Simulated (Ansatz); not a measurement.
Runs of Ansatz 0.2.0 on ZrN. Symmetry: Fm-3m, No. 225, cubic system. The conventional cell has a = 4.600 Å, b = 4.600 Å, c = 4.600 Å, α = 90.00°, β = 90.00°, γ = 90.00°. Zr (site symmetry m-3m) has 6 N at 2.30 Å as nearest neighbours. Around N (site symmetry m-3m) lie 6 Zr at 2.30 Å. 

| level | U | gap on the mesh (eV) | pressure (GPa) |
| --- | --- | --- | --- |
| PBEsol+U | Zr d U = 2 eV | none | (b) |
| PBEsol | - | none | -7.8 |
| PBEsol+U | Zr d U = 4 eV | none | -2.9 |
| PBEsol+U | Zr d U = 6 eV | none | (a) |
| PBEsol+U | Zr d U = 8 eV | none | 3.1 |

Alike in all rows: task density of states; potentials or basis all-electron LAPW, scalar-relativistic; no spin polarisation; cell as given; k mesh 10 × 10 × 10; cutoff (eV) 281; smearing fermi-dirac 0.05 eV; basis error allowed 0.001 eV/atom.

Q: Estimate the missing entries.

A: (a) 0.0; (b) -5.5.

Caveats: the density of states is complete only up to the lowest level of the last band computed; U is the effective U less J, on atomic orbitals that reach past the spheres (some runs); U without spin polarisation on a metal has little footing (some runs).

A k mesh can miss the band edges, and the runs leave out spin-orbit coupling on Zr.

A gap of «none» marks a metal or a gap under the smearing width.
